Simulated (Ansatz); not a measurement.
# Rb (Fm-3m) in Ansatz: equation of state

How stiff is Rb in PBE, and what volume does it want? The cell is scaled to several volumes.

All numbers are computed with Ansatz 0.2.0; they aren't measurements. Logs are shortened: lines on timing, memory, paths and dates and some standing lists are left out, and cuts for length are marked.

## (1) The crystal as given

The structure is cubic, space group Fm-3m (No. 225). The conventional cell has a = 7.280 Å, b = 7.280 Å, c = 7.280 Å, α = 90.00°, β = 90.00°, γ = 90.00°.

This isn't the form of Rb at room conditions, which is bcc.

## (2) Single point, PBE, 90.66 Å³/atom (volume scaled by 0.94)

The input, input.yaml:

```yaml
crystal:
  lattice:
    - [0.0, 3.5655804601, 3.5655804601]
    - [3.5655804601, 0.0, 3.5655804601]
    - [3.5655804601, 3.5655804601, 0.0]
  atoms:
    - { symbol: Rb, position: [0.0, 0.0, 0.0] }
hamiltonian:
  xc: pbe
  pseudopotentials: { kind: paw }
kpoints:
  mp_grid: { grid: [6, 6, 6] }
scf:
  occupations: { method: fermi_dirac, width: 0.05 }
output:
  forces: true
  stress: true
  eigenvalues: true
  write_density: true
  write_potential: true
  elf: true
  volumetric_format: npy
```

Potentials or basis: Ansatz PAW.

Run with:

```
> ansatz run input.yaml --threads 2 --pin off --max-ram 5120MiB --backend cpu --events-out ev --progress --plain --runs-dir out
```

What it wrote:

```text
Warning: RAYON_NUM_THREADS=2 ignored (pool sized by the plan → 2); use --threads N
Engine: ansatz 0.2.0, aarch64-unknown-linux-gnu
Pseudopotentials: kind: paw
Pseudopotential: Rb, paw, valence charge 9, recommended cutoff 420 eV (normal), Rb.paw.azcp
Functional definition: PBE
  parameter kappa = 0.804
  parameter beta = 0.06672455060314922
  exchange = pbe_x(kappa = kappa, mu = beta*pi^2/3)
  correlation = pbe_c(beta = beta)
Crystal: 1 atoms, lattice volume = 90.661 Å³
Basis set: ecut = 420 eV, 1807 PW (Γ), exchange–correlation on 72×72×72 points (8 copies of the dense FFT grid, shifted against one another)
Bands: 9, of which v1, the nominal top of the filled ones, is band 5 counted from 1 (4 counted from 0)
Symmetry: 48 space group operations
Space group: Fm-3m (ITA 225), of the structure as read, at distance tolerance 4.5e-5 Å
k-points: 16 of 216
Non-local potential: Rb, projectors of the file, l = 0: 3, l = 1: 2, l = 2: 2
PAW form: soft (Blöchl's): semilocal exchange-correlation on the pseudo side does not see the compensation charge
PAW one-centre angular grid: Rb, 110 points (default); XC on 64 Gauss nodes
Initial density: superposition of atomic densities (neutral atoms: chi_scale 0, normalization atom), corrected by the library's trained network
Initial wavefunctions: pseudopotential atomic-orbital guess
Functional: x = pbe(κ = 0.804, μ = 0.2195149727645171), c = pbe(β = 0.06672455060314922)
SCF iter   1: F=—  HF=-3267.344640 eV  |F-HF|=—  |Δ(HF+E_count)|=         —  Δρ=1.60e-4  dr2=1.71e-5  ethr=1.77e-3  ⟨swp⟩=7.2  Hψ=1198  notcnv=0
preconditioner: auto → none  [insulator: Δε(μ)=0.266 eV  Ē_g=3.502 eV  σ=0.050 eV  W_gap=0.79  n_scr=14 (ndim 8)  ℏωp=3.9 eV  f_vac=0.000  D(μ)=0.92/eV (n_scr^D=0)  ε∞_Penn≈2.2]
SCF iter   2: F=—  HF=-3267.345755 eV  |F-HF|=—  |Δ(HF+E_count)|=   1.12e-3  Δρ=1.23e-4  dr2=2.09e-5  ethr=1.90e-7  ⟨swp⟩=3.3  Hψ=429  notcnv=0
SCF iter   3: F=—  HF=-3267.345761 eV  |F-HF|=—  |Δ(HF+E_count)|=   5.83e-6  Δρ=4.84e-5  dr2=2.95e-6  ethr=1.90e-7  ⟨swp⟩=2.4  Hψ=195  notcnv=0
SCF iter   4: F=—  HF=-3267.345762 eV  |F-HF|=—  |Δ(HF+E_count)|=   1.81e-6  Δρ=1.28e-5  dr2=3.35e-7  ethr=3.28e-8  ⟨swp⟩=2.6  Hψ=205  notcnv=0
iter 5 did not close the SCF: its close was put off for the readings that it lacked (scf_convergence_deferred on its scf_iter line)
SCF iter   5: F=-3267.345762 eV  HF=-3267.345762 eV  |F-HF|=1.38e-8  |Δ(HF+E_count)|=   4.43e-8  Δρ=4.30e-6  dr2=4.02e-8  ethr=3.72e-9  ⟨swp⟩=2.0  Hψ=217  notcnv=0
SCF iter   6: F=-3267.345762 eV  HF=-3267.345762 eV  |F-HF|=1.12e-9  |Δ(HF+E_count)|=   1.62e-8  Δρ=1.92e-6  dr2=6.29e-9  ethr=4.46e-10  ⟨swp⟩=6.3  Hψ=781  notcnv=0
SCF 1 converged in 6 iterations: F = -3267.345762 eV  dr2 = 6.29e-9
SCF converged after 6 iterations
Free energy (F): -3267.345762 eV
Harris-Foulkes:  -3267.345762 eV  (|F-HF|=1.12e-9)
Internal energy: -3267.337548 eV  (E = F + TS)
E sigma→0 (E₀):  -3267.341655 eV
Entropy (-TS):   -0.008214 eV (-8.214 meV/atom)
Fermi energy:    1.898948 eV
--- Per-component energies (eV) ---
  E_band       = -118.754261
  E_kinetic    = 190.779994
  E_local      = -707.968181  (includes V_loc(G=0)·N_el)
  E_nonlocal   = 173.588578
  E_hartree    = 198.493654
  E_xc         = -129.261102
  E_vxc        = -135.165396  (∫ρ·V_xc dr)
  E_paw        = -2618.020918  (= ΣΔE_a)
  E_vpaw       = -36.975651  (= ΣTr[D̂ρ^β])
  E_aug_tail   = -0.000001  (compensation charges beyond the density's cutoff)
  E_ewald      = -374.949572
  E_smearing   = -0.008214  (= −TS)
  E_closure    = 0.000000  (closes the sum)
  Σ components = -3267.345762   (vs F -3267.345762, Δ=0.00e0)
--- Forces (eV/Å), atoms counted from 1 ---
  atom   1  Rb    -0.00000000    -0.00000000    -0.00000000
  max |Σ_I F_I| component: 6.98e-32 eV/Å
--- Stress (GPa, compression-positive) ---
        0.041137      -0.000000      -0.000000
       -0.000000       0.041137      -0.000000
        0.000000      -0.000000       0.041137
  P = ⅓ Tr σ = 0.0411 GPa (0.411 kbar)
--- Band table (eV; the first three rows and the last of 16) ---
  k-point 0: bands = ["-26.9371", "-10.9804", "-10.9804", "-10.9804", "-0.0198", "5.5536", "5.5536", "5.5536", "6.8903"]
  k-point 1: bands = ["-26.9361", "-11.0047", "-10.9837", "-10.9837", "0.2870", "4.8380", "5.6471", "5.6471", "6.6540"]
  k-point 2: bands = ["-26.9342", "-11.0525", "-10.9903", "-10.9903", "1.1297", "3.6570", "5.4931", "5.4931", "7.0491"]
  k-point 15: bands = ["-26.9320", "-11.0566", "-11.0291", "-11.0160", "2.9337", "3.4267", "3.6187", "4.8422", "6.9821"]
```

It took 0.79 s on 2 threads of Arm Neoverse V1, shared host; peak memory 0.29 GiB.

What came out:

| Property | Result |
| --- | --- |
| Free energy | -3267.3458 eV |
| Pressure | 0.0 GPa |
| Band gap on the k mesh | none (metal or under the smearing width) |

## (3) Single point, PBE, 92.59 Å³/atom (volume scaled by 0.96)

The input, input.yaml:

```yaml
crystal:
  lattice:
    - [0.0, 3.5906910089, 3.5906910089]
    - [3.5906910089, 0.0, 3.5906910089]
    - [3.5906910089, 3.5906910089, 0.0]
  atoms:
    - { symbol: Rb, position: [0.0, 0.0, 0.0] }
hamiltonian:
  xc: pbe
  pseudopotentials: { kind: paw }
kpoints:
  mp_grid: { grid: [6, 6, 6] }
scf:
  occupations: { method: fermi_dirac, width: 0.05 }
output:
  forces: true
  stress: true
  eigenvalues: true
```

Potentials or basis: Ansatz PAW.

Run with:

```
> ansatz run input.yaml --threads 2 --pin off --max-ram 5120MiB --backend cpu --events-out ev --progress --plain --runs-dir out
```

Run time: 0.61 s. Hardware: 2 threads of Arm Neoverse V1, shared host; peak memory 0.29 GiB.

Results (log left out):

```yaml
Free_energy: -3267.3459 eV
Pressure: 0.0 GPa
Band_gap_on_the_k_mesh: none (metal or under the smearing width)
```

## (4) Single point, PBE, 94.52 Å³/atom (volume scaled by 0.98)

The input, input.yaml:

```yaml
crystal:
  lattice:
    - [0.0, 3.6154551778, 3.6154551778]
    - [3.6154551778, 0.0, 3.6154551778]
    - [3.6154551778, 3.6154551778, 0.0]
  atoms:
    - { symbol: Rb, position: [0.0, 0.0, 0.0] }
hamiltonian:
  xc: pbe
  pseudopotentials: { kind: paw }
kpoints:
  mp_grid: { grid: [6, 6, 6] }
scf:
  occupations: { method: fermi_dirac, width: 0.05 }
output:
  forces: true
  stress: true
  eigenvalues: true
  write_density: true
  write_potential: true
  elf: true
  volumetric_format: npy
```

Run with:

```
> ansatz run input.yaml --threads 2 --pin off --max-ram 5120MiB --backend cpu --events-out ev --progress --plain --runs-dir out
```

Run time: 0.8 s. Hardware: 2 threads of Arm Neoverse V1, shared host; peak memory 0.29 GiB.

The run converged. Its results:

```
Free energy            : -3267.3454 eV
Pressure               : -0.1 GPa
Band gap on the k mesh : none (metal or under the smearing width)
```

## (5) Single point, PBE, 96.45 Å³/atom

The input, input.yaml:

```yaml
crystal:
  lattice:
    - [0.0, 3.63988467, 3.63988467]
    - [3.63988467, 0.0, 3.63988467]
    - [3.63988467, 3.63988467, 0.0]
  atoms:
    - { symbol: Rb, position: [0.0, 0.0, 0.0] }
hamiltonian:
  xc: pbe
  pseudopotentials: { kind: paw }
kpoints:
  mp_grid: { grid: [6, 6, 6] }
scf:
  occupations: { method: fermi_dirac, width: 0.05 }
output:
  forces: true
  stress: true
  eigenvalues: true
```

Run with:

```
> ansatz run input.yaml --threads 2 --pin off --max-ram 5120MiB --backend cpu --events-out ev --progress --plain --runs-dir out
```

It took 1.1 s on 2 threads of Arm Neoverse V1, shared host; peak memory 0.29 GiB.

It converged, with:

```
Free energy            : -3267.3442 eV
Pressure               : -0.1 GPa
Band gap on the k mesh : none (metal or under the smearing width)
```

## (6) Single point, PBE, 98.38 Å³/atom (volume scaled by 1.02)

The input, input.yaml:

```yaml
crystal:
  lattice:
    - [0.0, 3.663990569, 3.663990569]
    - [3.663990569, 0.0, 3.663990569]
    - [3.663990569, 3.663990569, 0.0]
  atoms:
    - { symbol: Rb, position: [0.0, 0.0, 0.0] }
hamiltonian:
  xc: pbe
  pseudopotentials: { kind: paw }
kpoints:
  mp_grid: { grid: [6, 6, 6] }
scf:
  occupations: { method: fermi_dirac, width: 0.05 }
output:
  forces: true
  stress: true
  eigenvalues: true
  write_density: true
  write_potential: true
  elf: true
  volumetric_format: npy
```

Potentials or basis: Ansatz PAW.

Run with:

```
> ansatz run input.yaml --threads 2 --pin off --max-ram 5120MiB --backend cpu --events-out ev --progress --plain --runs-dir out
```

It took 0.79 s on 2 threads of Arm Neoverse V1, shared host; peak memory 0.29 GiB.

The run converged. Its results:

* Free energy: -3267.3425 eV
* Pressure: -0.2 GPa
* Band gap on the k mesh: none (metal or under the smearing width)

## (7) Single point, PBE, 100.31 Å³/atom (volume scaled by 1.04)

input.yaml: that of step 6 with these lines changed.

```diff
@@ -2,5 +2,5 @@
   lattice:
-    - [0.0, 3.663990569, 3.663990569]
-    - [3.663990569, 0.0, 3.663990569]
-    - [3.663990569, 3.663990569, 0.0]
+    - [0.0, 3.6877833822, 3.6877833822]
+    - [3.6877833822, 0.0, 3.6877833822]
+    - [3.6877833822, 3.6877833822, 0.0]
   atoms:
```

Run with:

```
> ansatz run input.yaml --threads 2 --pin off --max-ram 5120MiB --backend cpu --events-out ev --progress --plain --runs-dir out
```

Run time: 0.8 s. Hardware: 2 threads of Arm Neoverse V1, shared host; peak memory 0.3 GiB.

Results (log left out):

```yaml
Free_energy: -3267.3403 eV
Pressure: -0.2 GPa
Band_gap_on_the_k_mesh: none (metal or under the smearing width)
```

## (8) Single point, PBE, 102.23 Å³/atom (volume scaled by 1.06)

The input, input.yaml:

```yaml
crystal:
  lattice:
    - [0.0, 3.7112730817, 3.7112730817]
    - [3.7112730817, 0.0, 3.7112730817]
    - [3.7112730817, 3.7112730817, 0.0]
  atoms:
    - { symbol: Rb, position: [0.0, 0.0, 0.0] }
hamiltonian:
  xc: pbe
  pseudopotentials: { kind: paw }
kpoints:
  mp_grid: { grid: [6, 6, 6] }
scf:
  occupations: { method: fermi_dirac, width: 0.05 }
output:
  forces: true
  stress: true
  eigenvalues: true
```

Run with:

```
> ansatz run input.yaml --threads 2 --pin off --max-ram 5120MiB --backend cpu --events-out ev --progress --plain --runs-dir out
```

It took 0.61 s on 2 threads of Arm Neoverse V1, shared host; peak memory 0.29 GiB.

Results (log left out):

* Free energy: -3267.3376 eV
* Pressure: -0.2 GPa
* Band gap on the k mesh: none (metal or under the smearing width)

## (9) Equation of state, PBE

Potentials or basis: Ansatz PAW.

No new run: the results of the series are fitted here.

What came out:

| Quantity | Value |
| --- | --- |
| Equilibrium volume | 91.98 Å³/atom |
| Bulk modulus | 2.8 GPa |
| Pressure derivative of the bulk modulus | 3.8 |

Energy against volume, from the lowest point:
```tsv
volume (Å³/atom)	energy (meV/atom)
90.661	0.13
92.590	0.00
94.519	0.54
96.448	1.70
98.377	3.41
100.306	5.62
102.235	8.28
```
